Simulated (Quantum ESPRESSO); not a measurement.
Wanted: the native input for a Quantum ESPRESSO 7.5 run.

```
Task                : band structure
Functional          : PBEsol
Potentials or basis : GBRV 1.5 PBEsol
Cutoff              : 925 eV
Density cutoff      : 7401 eV
k mesh              : 10 × 10 × 10
Occupations         : fermi-dirac, width 0.05 eV
Spin                : no spin polarisation
Mixing beta         : 0.5
Most SCF iterations : 120
SCF threshold       : 2e-10 Ry
```

The system is Sn.

```
CELL_PARAMETERS angstrom
-1.89465 1.89465 1.89465
1.89465 -1.89465 1.89465
1.89465 1.89465 -1.89465
ATOMIC_POSITIONS crystal
Sn 0.00000 0.00000 0.00000
```

This isn't the form of Sn at room conditions, which is tetragonal (white tin).

The input as run:

pw.in

```
&CONTROL
  calculation = 'scf'
  prefix = 'pwscf'
  outdir = './tmp'
  pseudo_dir = './pseudo'
  tprnfor = .true.
  tstress = .true.
  disk_io = 'low'
/
&SYSTEM
  ibrav = 0
  nat = 1
  ntyp = 1
  ecutwfc = 68
  ecutrho = 544
  nbnd = 13
  occupations = 'smearing'
  smearing = 'fd'
  degauss = 0.00367493
/
&ELECTRONS
  conv_thr = 2d-10
  electron_maxstep = 120
  mixing_beta = 0.5
/
ATOMIC_SPECIES
Sn   118.7100 sn_pbesol_v1.4.uspp.F.UPF
CELL_PARAMETERS angstrom
  -1.8946518192    1.8946518192    1.8946518192
   1.8946518192   -1.8946518192    1.8946518192
   1.8946518192    1.8946518192   -1.8946518192
ATOMIC_POSITIONS crystal
Sn     0.0000000000    0.0000000000    0.0000000000
K_POINTS automatic
10 10 10 0 0 0
```

bands.in

```
&CONTROL
  calculation = 'bands'
  prefix = 'pwscf'
  outdir = './tmp'
  pseudo_dir = './pseudo'
  disk_io = 'low'
  verbosity = 'high'
/
&SYSTEM
  ibrav = 0
  nat = 1
  ntyp = 1
  ecutwfc = 68
  ecutrho = 544
  nbnd = 13
  occupations = 'smearing'
  smearing = 'fd'
  degauss = 0.00367493
/
&ELECTRONS
  conv_thr = 1d-08
  electron_maxstep = 120
  mixing_beta = 0.5
  diago_full_acc = .true.
  startingwfc = 'random'
/
ATOMIC_SPECIES
Sn   118.7100 sn_pbesol_v1.4.uspp.F.UPF
CELL_PARAMETERS angstrom
  -1.8946518192    1.8946518192    1.8946518192
   1.8946518192   -1.8946518192    1.8946518192
   1.8946518192    1.8946518192   -1.8946518192
ATOMIC_POSITIONS crystal
Sn     0.0000000000    0.0000000000    0.0000000000
K_POINTS crystal
60
 0.0000000000  0.0000000000  0.0000000000 1
 0.0416666667 -0.0416666667  0.0416666667 1
 0.0833333333 -0.0833333333  0.0833333333 1
 0.1250000000 -0.1250000000  0.1250000000 1
 0.1666666667 -0.1666666667  0.1666666667 1
 0.2083333333 -0.2083333333  0.2083333333 1
 0.2500000000 -0.2500000000  0.2500000000 1
 0.2916666667 -0.2916666667  0.2916666667 1
 0.3333333333 -0.3333333333  0.3333333333 1
 0.3750000000 -0.3750000000  0.3750000000 1
 0.4166666667 -0.4166666667  0.4166666667 1
 0.4583333333 -0.4583333333  0.4583333333 1
 0.5000000000 -0.5000000000  0.5000000000 1
 0.4375000000 -0.4375000000  0.5000000000 1
 0.3750000000 -0.3750000000  0.5000000000 1
 0.3125000000 -0.3125000000  0.5000000000 1
 0.2500000000 -0.2500000000  0.5000000000 1
 0.1875000000 -0.1875000000  0.5000000000 1
 0.1250000000 -0.1250000000  0.5000000000 1
 0.0625000000 -0.0625000000  0.5000000000 1
 0.0000000000  0.0000000000  0.5000000000 1
 0.0000000000  0.0000000000  0.4444444444 1
 0.0000000000  0.0000000000  0.3888888889 1
 0.0000000000  0.0000000000  0.3333333333 1
 0.0000000000  0.0000000000  0.2777777778 1
 0.0000000000  0.0000000000  0.2222222222 1
 0.0000000000  0.0000000000  0.1666666667 1
 0.0000000000  0.0000000000  0.1111111111 1
 0.0000000000  0.0000000000  0.0555555556 1
 0.0000000000  0.0000000000  0.0000000000 1
 0.0227272727  0.0227272727  0.0227272727 1
 0.0454545455  0.0454545455  0.0454545455 1
 0.0681818182  0.0681818182  0.0681818182 1
 0.0909090909  0.0909090909  0.0909090909 1
 0.1136363636  0.1136363636  0.1136363636 1
 0.1363636364  0.1363636364  0.1363636364 1
 0.1590909091  0.1590909091  0.1590909091 1
 0.1818181818  0.1818181818  0.1818181818 1
 0.2045454545  0.2045454545  0.2045454545 1
 0.2272727273  0.2272727273  0.2272727273 1
 0.2500000000  0.2500000000  0.2500000000 1
 0.2708333333  0.1875000000  0.2708333333 1
 0.2916666667  0.1250000000  0.2916666667 1
 0.3125000000  0.0625000000  0.3125000000 1
 0.3333333333  0.0000000000  0.3333333333 1
 0.3541666667 -0.0625000000  0.3541666667 1
 0.3750000000 -0.1250000000  0.3750000000 1
 0.3958333333 -0.1875000000  0.3958333333 1
 0.4166666667 -0.2500000000  0.4166666667 1
 0.4375000000 -0.3125000000  0.4375000000 1
 0.4583333333 -0.3750000000  0.4583333333 1
 0.4791666667 -0.4375000000  0.4791666667 1
 0.5000000000 -0.5000000000  0.5000000000 1
 0.2500000000  0.2500000000  0.2500000000 1
 0.2083333333  0.2083333333  0.2916666667 1
 0.1666666667  0.1666666667  0.3333333333 1
 0.1250000000  0.1250000000  0.3750000000 1
 0.0833333333  0.0833333333  0.4166666667 1
 0.0416666667  0.0416666667  0.4583333333 1
 0.0000000000  0.0000000000  0.5000000000 1
```

Potentials or basis: GBRV 1.5 PBEsol.

Command:

```sh
$ OMP_NUM_THREADS=1 mpirun -n 2 pw.x -nk 2 -in pw.in > pw.out
$ OMP_NUM_THREADS=1 mpirun -n 2 pw.x -nk 2 -in bands.in > bands.out
```

Results of the run:

- Pressure: -2.4 GPa
- Band gap on the k mesh: none (metal or under the smearing width)

Caveat: spin-orbit coupling is left out, which moves the levels of the heavy elements.

Run time: 15 s on 2 MPI ranks on AMD EPYC 9R45 96-Core Processor (Zen 5), on a shared host, peak memory 0.26 GiB a rank.
